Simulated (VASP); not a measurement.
# GaN in VASP: further runs

One slab, GaN, is run at these levels: PBEsol; tasks: work function.

All numbers are computed with VASP 6.6.1; they aren't measurements. Logs are shortened: lines on timing, memory, paths and dates and some standing lists are left out, and cuts for length are marked.

## 1. Starting point

The cell holds a slab with vacuum, 20 atoms: a = 3.180 Å, b = 5.166 Å, c = 27.934 Å, α = 90.00°, β = 90.00°, γ = 90.00°.

## 2. Work function, PBEsol

The input, INCAR:

```
  ALGO = Normal
  DIPOL = 0.5 0.5 0.500
  EDIFF = 1E-6
  ENCUT = 520
  GGA = PS
  IDIPOL = 3
  ISIF = 2
  ISMEAR = 0
  KPAR = 8
  LASPH = T
  LCHARG = T
  LDIPOL = T
  LREAL = F
  LVACPOTAV = T
  LVHAR = T
  LWAVE = F
  NELM = 80
  PREC = Accurate
  SIGMA = 0.05
```

The input, KPOINTS:

```
k-points
0
Gamma
  8 6 1
```

The input, POSCAR:

```
GaN
1.0
    3.1800000000      0.0000000000      0.0000000000
    0.0000000000      5.1660000000      0.0000000000
    0.0000000000      0.0000000000     27.9338300640
Ga N
10 10
Direct
    0.0000000000      0.0000000000      0.2863910886
    0.4999999999      0.5000000000      0.3192539980
    0.5000000000      0.0000000000      0.3849798169
    0.9999999999      0.5000000000      0.4178427264
    0.0000000000      0.0000000000      0.4835685453
    0.4999999999      0.5000000000      0.5164314547
    0.5000000000      0.0000000000      0.5821572736
    0.9999999999      0.5000000000      0.6150201831
    1.0000000000      0.0000000000      0.6807460020
    0.4999999999      0.5000000000      0.7136089114
    0.0000000000      0.3750000000      0.2863910886
    0.4999999999      0.8750000000      0.3192539980
    0.5000000000      0.3750000000      0.3849798169
    0.9999999999      0.8750000000      0.4178427264
    0.0000000000      0.3750000000      0.4835685453
    0.4999999999      0.8750000000      0.5164314547
    0.5000000000      0.3750000000      0.5821572736
    0.9999999999      0.8750000000      0.6150201831
    1.0000000000      0.3750000000      0.6807460020
    0.4999999999      0.8750000000      0.7136089114
```

Potentials or basis: VASP PAW PBE potentials, release 64 (Ga_d, N).

Started as:

```bash
$ cat potpaw_PBE.64/Ga_d/POTCAR potpaw_PBE.64/N/POTCAR > POTCAR
$ mpirun -np 8 vasp_std > vasp.out
```

OUTCAR:

```text
EDIFF = 1E-6
   ENCUT = 520
   GGA = PS
   ISIF = 2
   ISMEAR = 0
   LASPH = T
   LREAL = F
   NELM = 80
   PREC = Accurate

 ion  position               nearest neighbor table
   1  0.000  0.000  0.286-  11 1.94  12 1.95  12 1.95
   2  0.500  0.500  0.319-  12 1.94  11 1.95  11 1.95  13 1.95
   3  0.500  0.000  0.385-  13 1.94  12 1.95  14 1.95  14 1.95
   4  1.000  0.500  0.418-  14 1.94  15 1.95  13 1.95  13 1.95
   5  0.000  0.000  0.484-  15 1.94  16 1.95  16 1.95  14 1.95
   6  0.500  0.500  0.516-  16 1.94  15 1.95  15 1.95  17 1.95
   7  0.500  0.000  0.582-  17 1.94  16 1.95  18 1.95  18 1.95
   8  1.000  0.500  0.615-  18 1.94  19 1.95  17 1.95  17 1.95
   9  0.000  0.000  0.681-  19 1.94  20 1.95  20 1.95  18 1.95
  10  0.500  0.500  0.714-  20 1.94  19 1.95  19 1.95
  11  0.000  0.375  0.286-   1 1.94   2 1.95   2 1.95
  12  0.500  0.875  0.319-   2 1.94   1 1.95   1 1.95   3 1.95
  13  0.500  0.375  0.385-   3 1.94   2 1.95   4 1.95   4 1.95
  14  1.000  0.875  0.418-   4 1.94   5 1.95   3 1.95   3 1.95
  15  0.000  0.375  0.484-   5 1.94   6 1.95   6 1.95   4 1.95
  16  0.500  0.875  0.516-   6 1.94   5 1.95   5 1.95   7 1.95
  17  0.500  0.375  0.582-   7 1.94   6 1.95   8 1.95   8 1.95
  18  1.000  0.875  0.615-   8 1.94   9 1.95   7 1.95   7 1.95
  19  0.000  0.375  0.681-   9 1.94  10 1.95  10 1.95   8 1.95
  20  0.500  0.875  0.714-  10 1.94   9 1.95   9 1.95

  LATTYP: Found a simple orthorhombic cell.
 ALAT       =     3.1800000000
 B/A-ratio  =     1.6245283019
 C/A-ratio  =     8.7842232906

  Lattice vectors:

 A1 = (   3.1800000000,   0.0000000000,   0.0000000000)
 A2 = (   0.0000000000,   5.1660000000,   0.0000000000)
 A3 = (   0.0000000000,   0.0000000000,  27.9338300640)

Analysis of symmetry for initial positions (statically):
=====================================================================
 Subroutine PRICEL returns:
 Original cell was already a primitive cell.

 Routine SETGRP: Setting up the symmetry group for a
 simple orthorhombic supercell.

 Subroutine GETGRP returns: Found  4 space group operations
 (whereof  2 operations were pure point group operations)
 out of a pool of  8 trial point group operations.

The static configuration has the point symmetry C_1h.
 The point group associated with its full space group is C_2v.

Analysis of symmetry for dynamics (positions and initial velocities):
=====================================================================
 Subroutine PRICEL returns:
 Original cell was already a primitive cell.

 Routine SETGRP: Setting up the symmetry group for a
 simple orthorhombic supercell.

 Subroutine GETGRP returns: Found  4 space group operations
 (whereof  2 operations were pure point group operations)
 out of a pool of  8 trial point group operations.

The dynamic configuration has the point symmetry C_1h.
 The point group associated with its full space group is C_2v.

 Subroutine INISYM returns: Found  4 space group operations
 (whereof  2 operations are pure point group operations),
 and found     1 'primitive' translations

----------------------------------------------------------------------------------------

                                     Primitive cell

  volume of cell :     458.8936

  direct lattice vectors                    reciprocal lattice vectors
     3.180000000  0.000000000  0.000000000     0.314465409  0.000000000  0.000000000
     0.000000000  5.166000000  0.000000000     0.000000000  0.193573364  0.000000000
     0.000000000  0.000000000 27.933830064     0.000000000  0.000000000  0.035798886

  length of vectors
     3.180000000  5.166000000 27.933830064     0.314465409  0.193573364  0.035798886

  position of ions in fractional coordinates (direct lattice)
     0.000000000  0.000000000  0.286391089
     0.500000000  0.500000000  0.319253998
     0.500000000  0.000000000  0.384979817
     1.000000000  0.500000000  0.417842726
     0.000000000  0.000000000  0.483568545
     0.500000000  0.500000000  0.516431455
[... 12 lines left out ...]
     0.000000000  0.375000000  0.680746002
     0.500000000  0.875000000  0.713608911

  ion indices of the primitive-cell ions
   primitive index   ion index
                 1           1
                 2           2
                 3           3
                 4           4
                 5           5
                 6           6
[... 12 lines left out ...]
                19          19
                20          20

----------------------------------------------------------------------------------------

 KPOINTS: k-points

Automatic generation of k-mesh.
 Grid dimensions read from file:
 generate k-points for:    8    6    1

 Generating k-lattice:

  Cartesian coordinates                     Fractional coordinates (reciprocal lattice)
     0.039308176  0.000000000  0.000000000     0.125000000  0.000000000  0.000000000
     0.000000000  0.032262227  0.000000000     0.000000000  0.166666667  0.000000000
     0.000000000  0.000000000  0.035798886     0.000000000  0.000000000  1.000000000

  Length of vectors
     0.039308176  0.032262227  0.035798886

  Shift w.r.t. Gamma in fractional coordinates (k-lattice)
     0.000000000  0.000000000  0.000000000

 Subroutine IBZKPT returns following result:
 ===========================================

 Found     20 irreducible k-points:

 Following reciprocal coordinates:
            Coordinates               Weight
  0.000000  0.000000  0.000000      1.000000
  0.125000  0.000000  0.000000      2.000000
  0.250000  0.000000  0.000000      2.000000
  0.375000  0.000000  0.000000      2.000000
  0.500000  0.000000  0.000000      1.000000
  0.000000  0.166667  0.000000      2.000000
[... 12 lines left out ...]
  0.375000  0.500000  0.000000      2.000000
  0.500000  0.500000  0.000000      1.000000
   k-points           NKPTS =     20   k-points in BZ     NKDIM =     20   number of bands    NBANDS=    108
   number of dos      NEDOS =    301   number of ions     NIONS =     20
   total plane-waves  NPLWV = 201600
   dimension x,y,z NGX =    24 NGY =   40 NGZ =  210
   dimension x,y,z NGXF=    48 NGYF=   80 NGZF=  420
   ions per type =              10  10
   NGX,Y,Z   is equivalent  to a cutoff of  12.55, 12.87, 12.50 a.u.
   NGXF,Y,Z  is equivalent  to a cutoff of  25.09, 25.74, 25.00 a.u.
 SYSTEM =  unknown system
   PREC   = accura    normal or accurate (medium, high low for compatibility)
   ISTART =      0    job   : 0-new  1-cont  2-samecut
   ICHARG =      2    charge: 1-file 2-atom 10-const
   ISPIN  =      1    spin polarized calculation?
   LNONCOLLINEAR =      F non collinear calculations
   LSORBIT =      F    spin-orbit coupling
   LASPH  =      T    aspherical Exc in radial PAW
   ENCUT  =  520.0 eV  38.22 Ry    6.18 a.u.   5.91  9.61 51.94*2*pi/ulx,y,z
   NELM   =     80;   NELMIN=  2; NELMDL= -5     # of ELM steps
   EDIFF  = 0.1E-05   stopping-criterion for ELM
   LREAL  =      F    real-space projection
   EDIFFG = 0.1E-04   stopping-criterion for IOM
   NSW    =      0    number of steps for IOM
   IBRION =     -1    ionic relax: 0-MD 1-quasi-New 2-CG
   NFREE  =      0    steps in history (QN), initial steepest desc. (CG)
   ISIF   =      2    stress and relaxation
   ISYM   =      2    0-nonsym 1-usesym 2-fastsym
   POTIM  = 0.5000    time-step for ionic-motion
   TEBEG  =    0.0;   TEEND  =   0.0 temperature during run
   PSTRESS=    0.0 pullay stress
   NELECT =     180.0000    total number of electrons
   NUPDOWN=      -1.0000    fix difference up-down
   EMIN   =  10.00;   EMAX   =-10.00  energy-range for DOS
   EFERMI =   0.00;   METHOD = LEGACY
   ISMEAR =     0;   SIGMA  =   0.05  broadening in eV -4-tet -1-fermi 0-gaus
   EFERMI_NEDOS =   21; number of points for ismear=-14 and -15
   IALGO  =     38    algorithm
   IMIX   =      4    mixing-type and parameters
     AMIX     =   0.40;   BMIX     =  1.00
     AMIX_MAG =   1.60;   BMIX_MAG =  1.00
  volume/ion in A,a.u.               =      22.94       154.84
  Fermi-wavevector in a.u.,A,eV,Ry     =   1.198381  2.264612 19.539566  1.436118
  Thomas-Fermi vector in A             =   2.334272
   LORBIT       =      0    0 simple, 1 ext, 2 COOP (PROOUT), +10 PAW based schemes
   GGA     = PS    functional components
   LHFCALC =     F    Hartree Fock is set to
   AEXX    =    0.0000 exact exchange contribution
   IVDW    =     0    specifies the selected vdW correction
   LEPSILON=     F    determine dielectric tensor
   LRPA    =     F    only Hartree local field effects (RPA)
 non-spin polarized calculation
 Gauss-broadening in eV      SIGMA  =   0.05
  energy-cutoff  :      520.00
  volume of cell :      458.89
 maximum number of plane-waves:     12440
 NGX is ok and might be reduce to    24
   NGX = 11   NGY = 19   NGZ =103

 dipolmoment           0.000000      0.000000      0.000000 electrons x Angstroem

 number of electron     179.9999978 magnetization

 dipolmoment           0.000000      0.000000     -0.000000 electrons x Angstroem

 Free energy of the ion-electron system (eV)
  ---------------------------------------------------
  ext. energy  EPLUGINS =         0.00000000
  ---------------------------------------------------
  free energy    TOTEN  =      -126.64257835 eV

  energy without entropy =     -126.64257835  energy(sigma->0) =     -126.64257835

 E-fermi :   0.4695     XC(G=0):  -6.4696

 val. band max:        0.2086301164   @ k =   0.0000   0.0000   0.0000
 cond. band min:       0.8187883825   @ k =   0.0000   0.0000   0.0000
 fundamental gap:      0.6101582661
 Fermi energy:         0.4695169621

 k-point     1 :       0.0000    0.0000    0.0000
  band No.  band energies     occupation
      1     -16.2971      2.00000
      2     -16.0671      2.00000
      3     -15.8257      2.00000
      4     -15.6133      2.00000
      5     -15.4533      2.00000
      6     -15.3512      2.00000
[... 94 lines left out ...]
    101       5.4558      0.00000
    102       5.7344      0.00000

 k-point     2 :       0.1250    0.0000    0.0000
  band No.  band energies     occupation
      1     -16.1893      2.00000
      2     -15.9855      2.00000
      3     -15.7727      2.00000
      4     -15.5761      2.00000
      5     -15.4188      2.00000
      6     -15.3274      2.00000
[... 1984 lines left out ...]
    101       5.6369      0.00000
    102       5.6369      0.00000
 [bands above 102 left out]

------------------------ aborting loop because EDIFF is reached ----------------------------------------

  FORCE on cell =-STRESS in cart. coord.  units (eV):
  Direction    XX          YY          ZZ          XY          YZ          ZX
  --------------------------------------------------------------------------------------
  -------------------------------------------------------------------------------------
  Total       -1.1066382     -5.3906591     -1.5641120      0.0000000      0.0000000      0.0000000
  in kB       -3.8637075    -18.8209025     -5.4609277      0.0000000      0.0000000      0.0000000
  external PRESSURE =      -9.3818459 kB  Pullay stress =       0.0000000 kB

 VOLUME and BASIS-vectors are now :
 -----------------------------------------------------------------------------
  energy-cutoff  :      520.00
  volume of cell :      458.89
      direct lattice vectors                 reciprocal lattice vectors
     3.180000000  0.000000000  0.000000000     0.314465409  0.000000000  0.000000000
     0.000000000  5.166000000  0.000000000     0.000000000  0.193573364  0.000000000
     0.000000000  0.000000000 27.933830064     0.000000000  0.000000000  0.035798886

 POSITION                                       TOTAL-FORCE (eV/Angst)
 -----------------------------------------------------------------------------------
      0.00000      0.00000      8.00000         0.000000      1.986835      1.550207
      1.59000      2.58300      8.91799         0.000000     -1.319157     -1.504906
      1.59000      0.00000     10.75396         0.000000      0.382072      0.235542
      3.18000      2.58300     11.67195         0.000000     -0.338502     -0.156149
      0.00000      0.00000     13.50792         0.000000     -0.088706      0.079698
      1.59000      2.58300     14.42591         0.000000     -0.088706     -0.079698
[... 12 lines left out ...]
      0.00000      1.93725     19.01584         0.000000     -0.385443      1.059680
      1.59000      4.52025     19.93383         0.000000     -0.633161     -0.422139
 -----------------------------------------------------------------------------------
    total drift:                                0.000001     -0.000936     -0.000001

  FREE ENERGIE OF THE ION-ELECTRON SYSTEM (eV)
  ---------------------------------------------------
  free  energy   TOTEN  =      -126.6425783527 eV

  energy  without entropy=     -126.6425783527  energy(sigma->0) =     -126.64257835

 vacuum level on the upper side and lower side of the slab         5.347         5.347
```

Run time: 6 min. Hardware: 8 MPI ranks of Intel Xeon Platinum 8559C (Emerald Rapids), shared host; peak memory 0.91 GiB.

What came out:

| Item | Value |
| --- | --- |
| Free energy | -126.6426 eV |
| Largest force | 2.520 eV/Å |
| Band gap on the k mesh | 0.61 eV, direct |
| Ionisation potential of the upper face | 5.14 eV |

Forces on the atoms (eV/Å):
```
Ga   0.000  1.987  1.550
Ga   0.000 -1.319 -1.505
Ga   0.000  0.382  0.236
Ga   0.000 -0.339 -0.156
Ga   0.000 -0.089  0.080
Ga   0.000 -0.089 -0.080
Ga   0.000 -0.339  0.156
Ga   0.000  0.382 -0.236
Ga   0.000 -1.319  1.505
Ga   0.000  1.987 -1.550
N    0.000 -0.633  0.422
N    0.000 -0.385 -1.060
N    0.000  0.165  0.590
N    0.000  0.102 -0.226
N    0.000  0.129  0.153
N    0.000  0.129 -0.153
N    0.000  0.102  0.226
N    0.000  0.165 -0.590
N    0.000 -0.385  1.060
N    0.000 -0.633 -0.422
```

Caveat: the PAW data sets were made with another functional, which shifts forces and pressure a little. As with any semilocal functional, this PBEsol gap is likely too small.

(Part 1 of 2 ends here.)
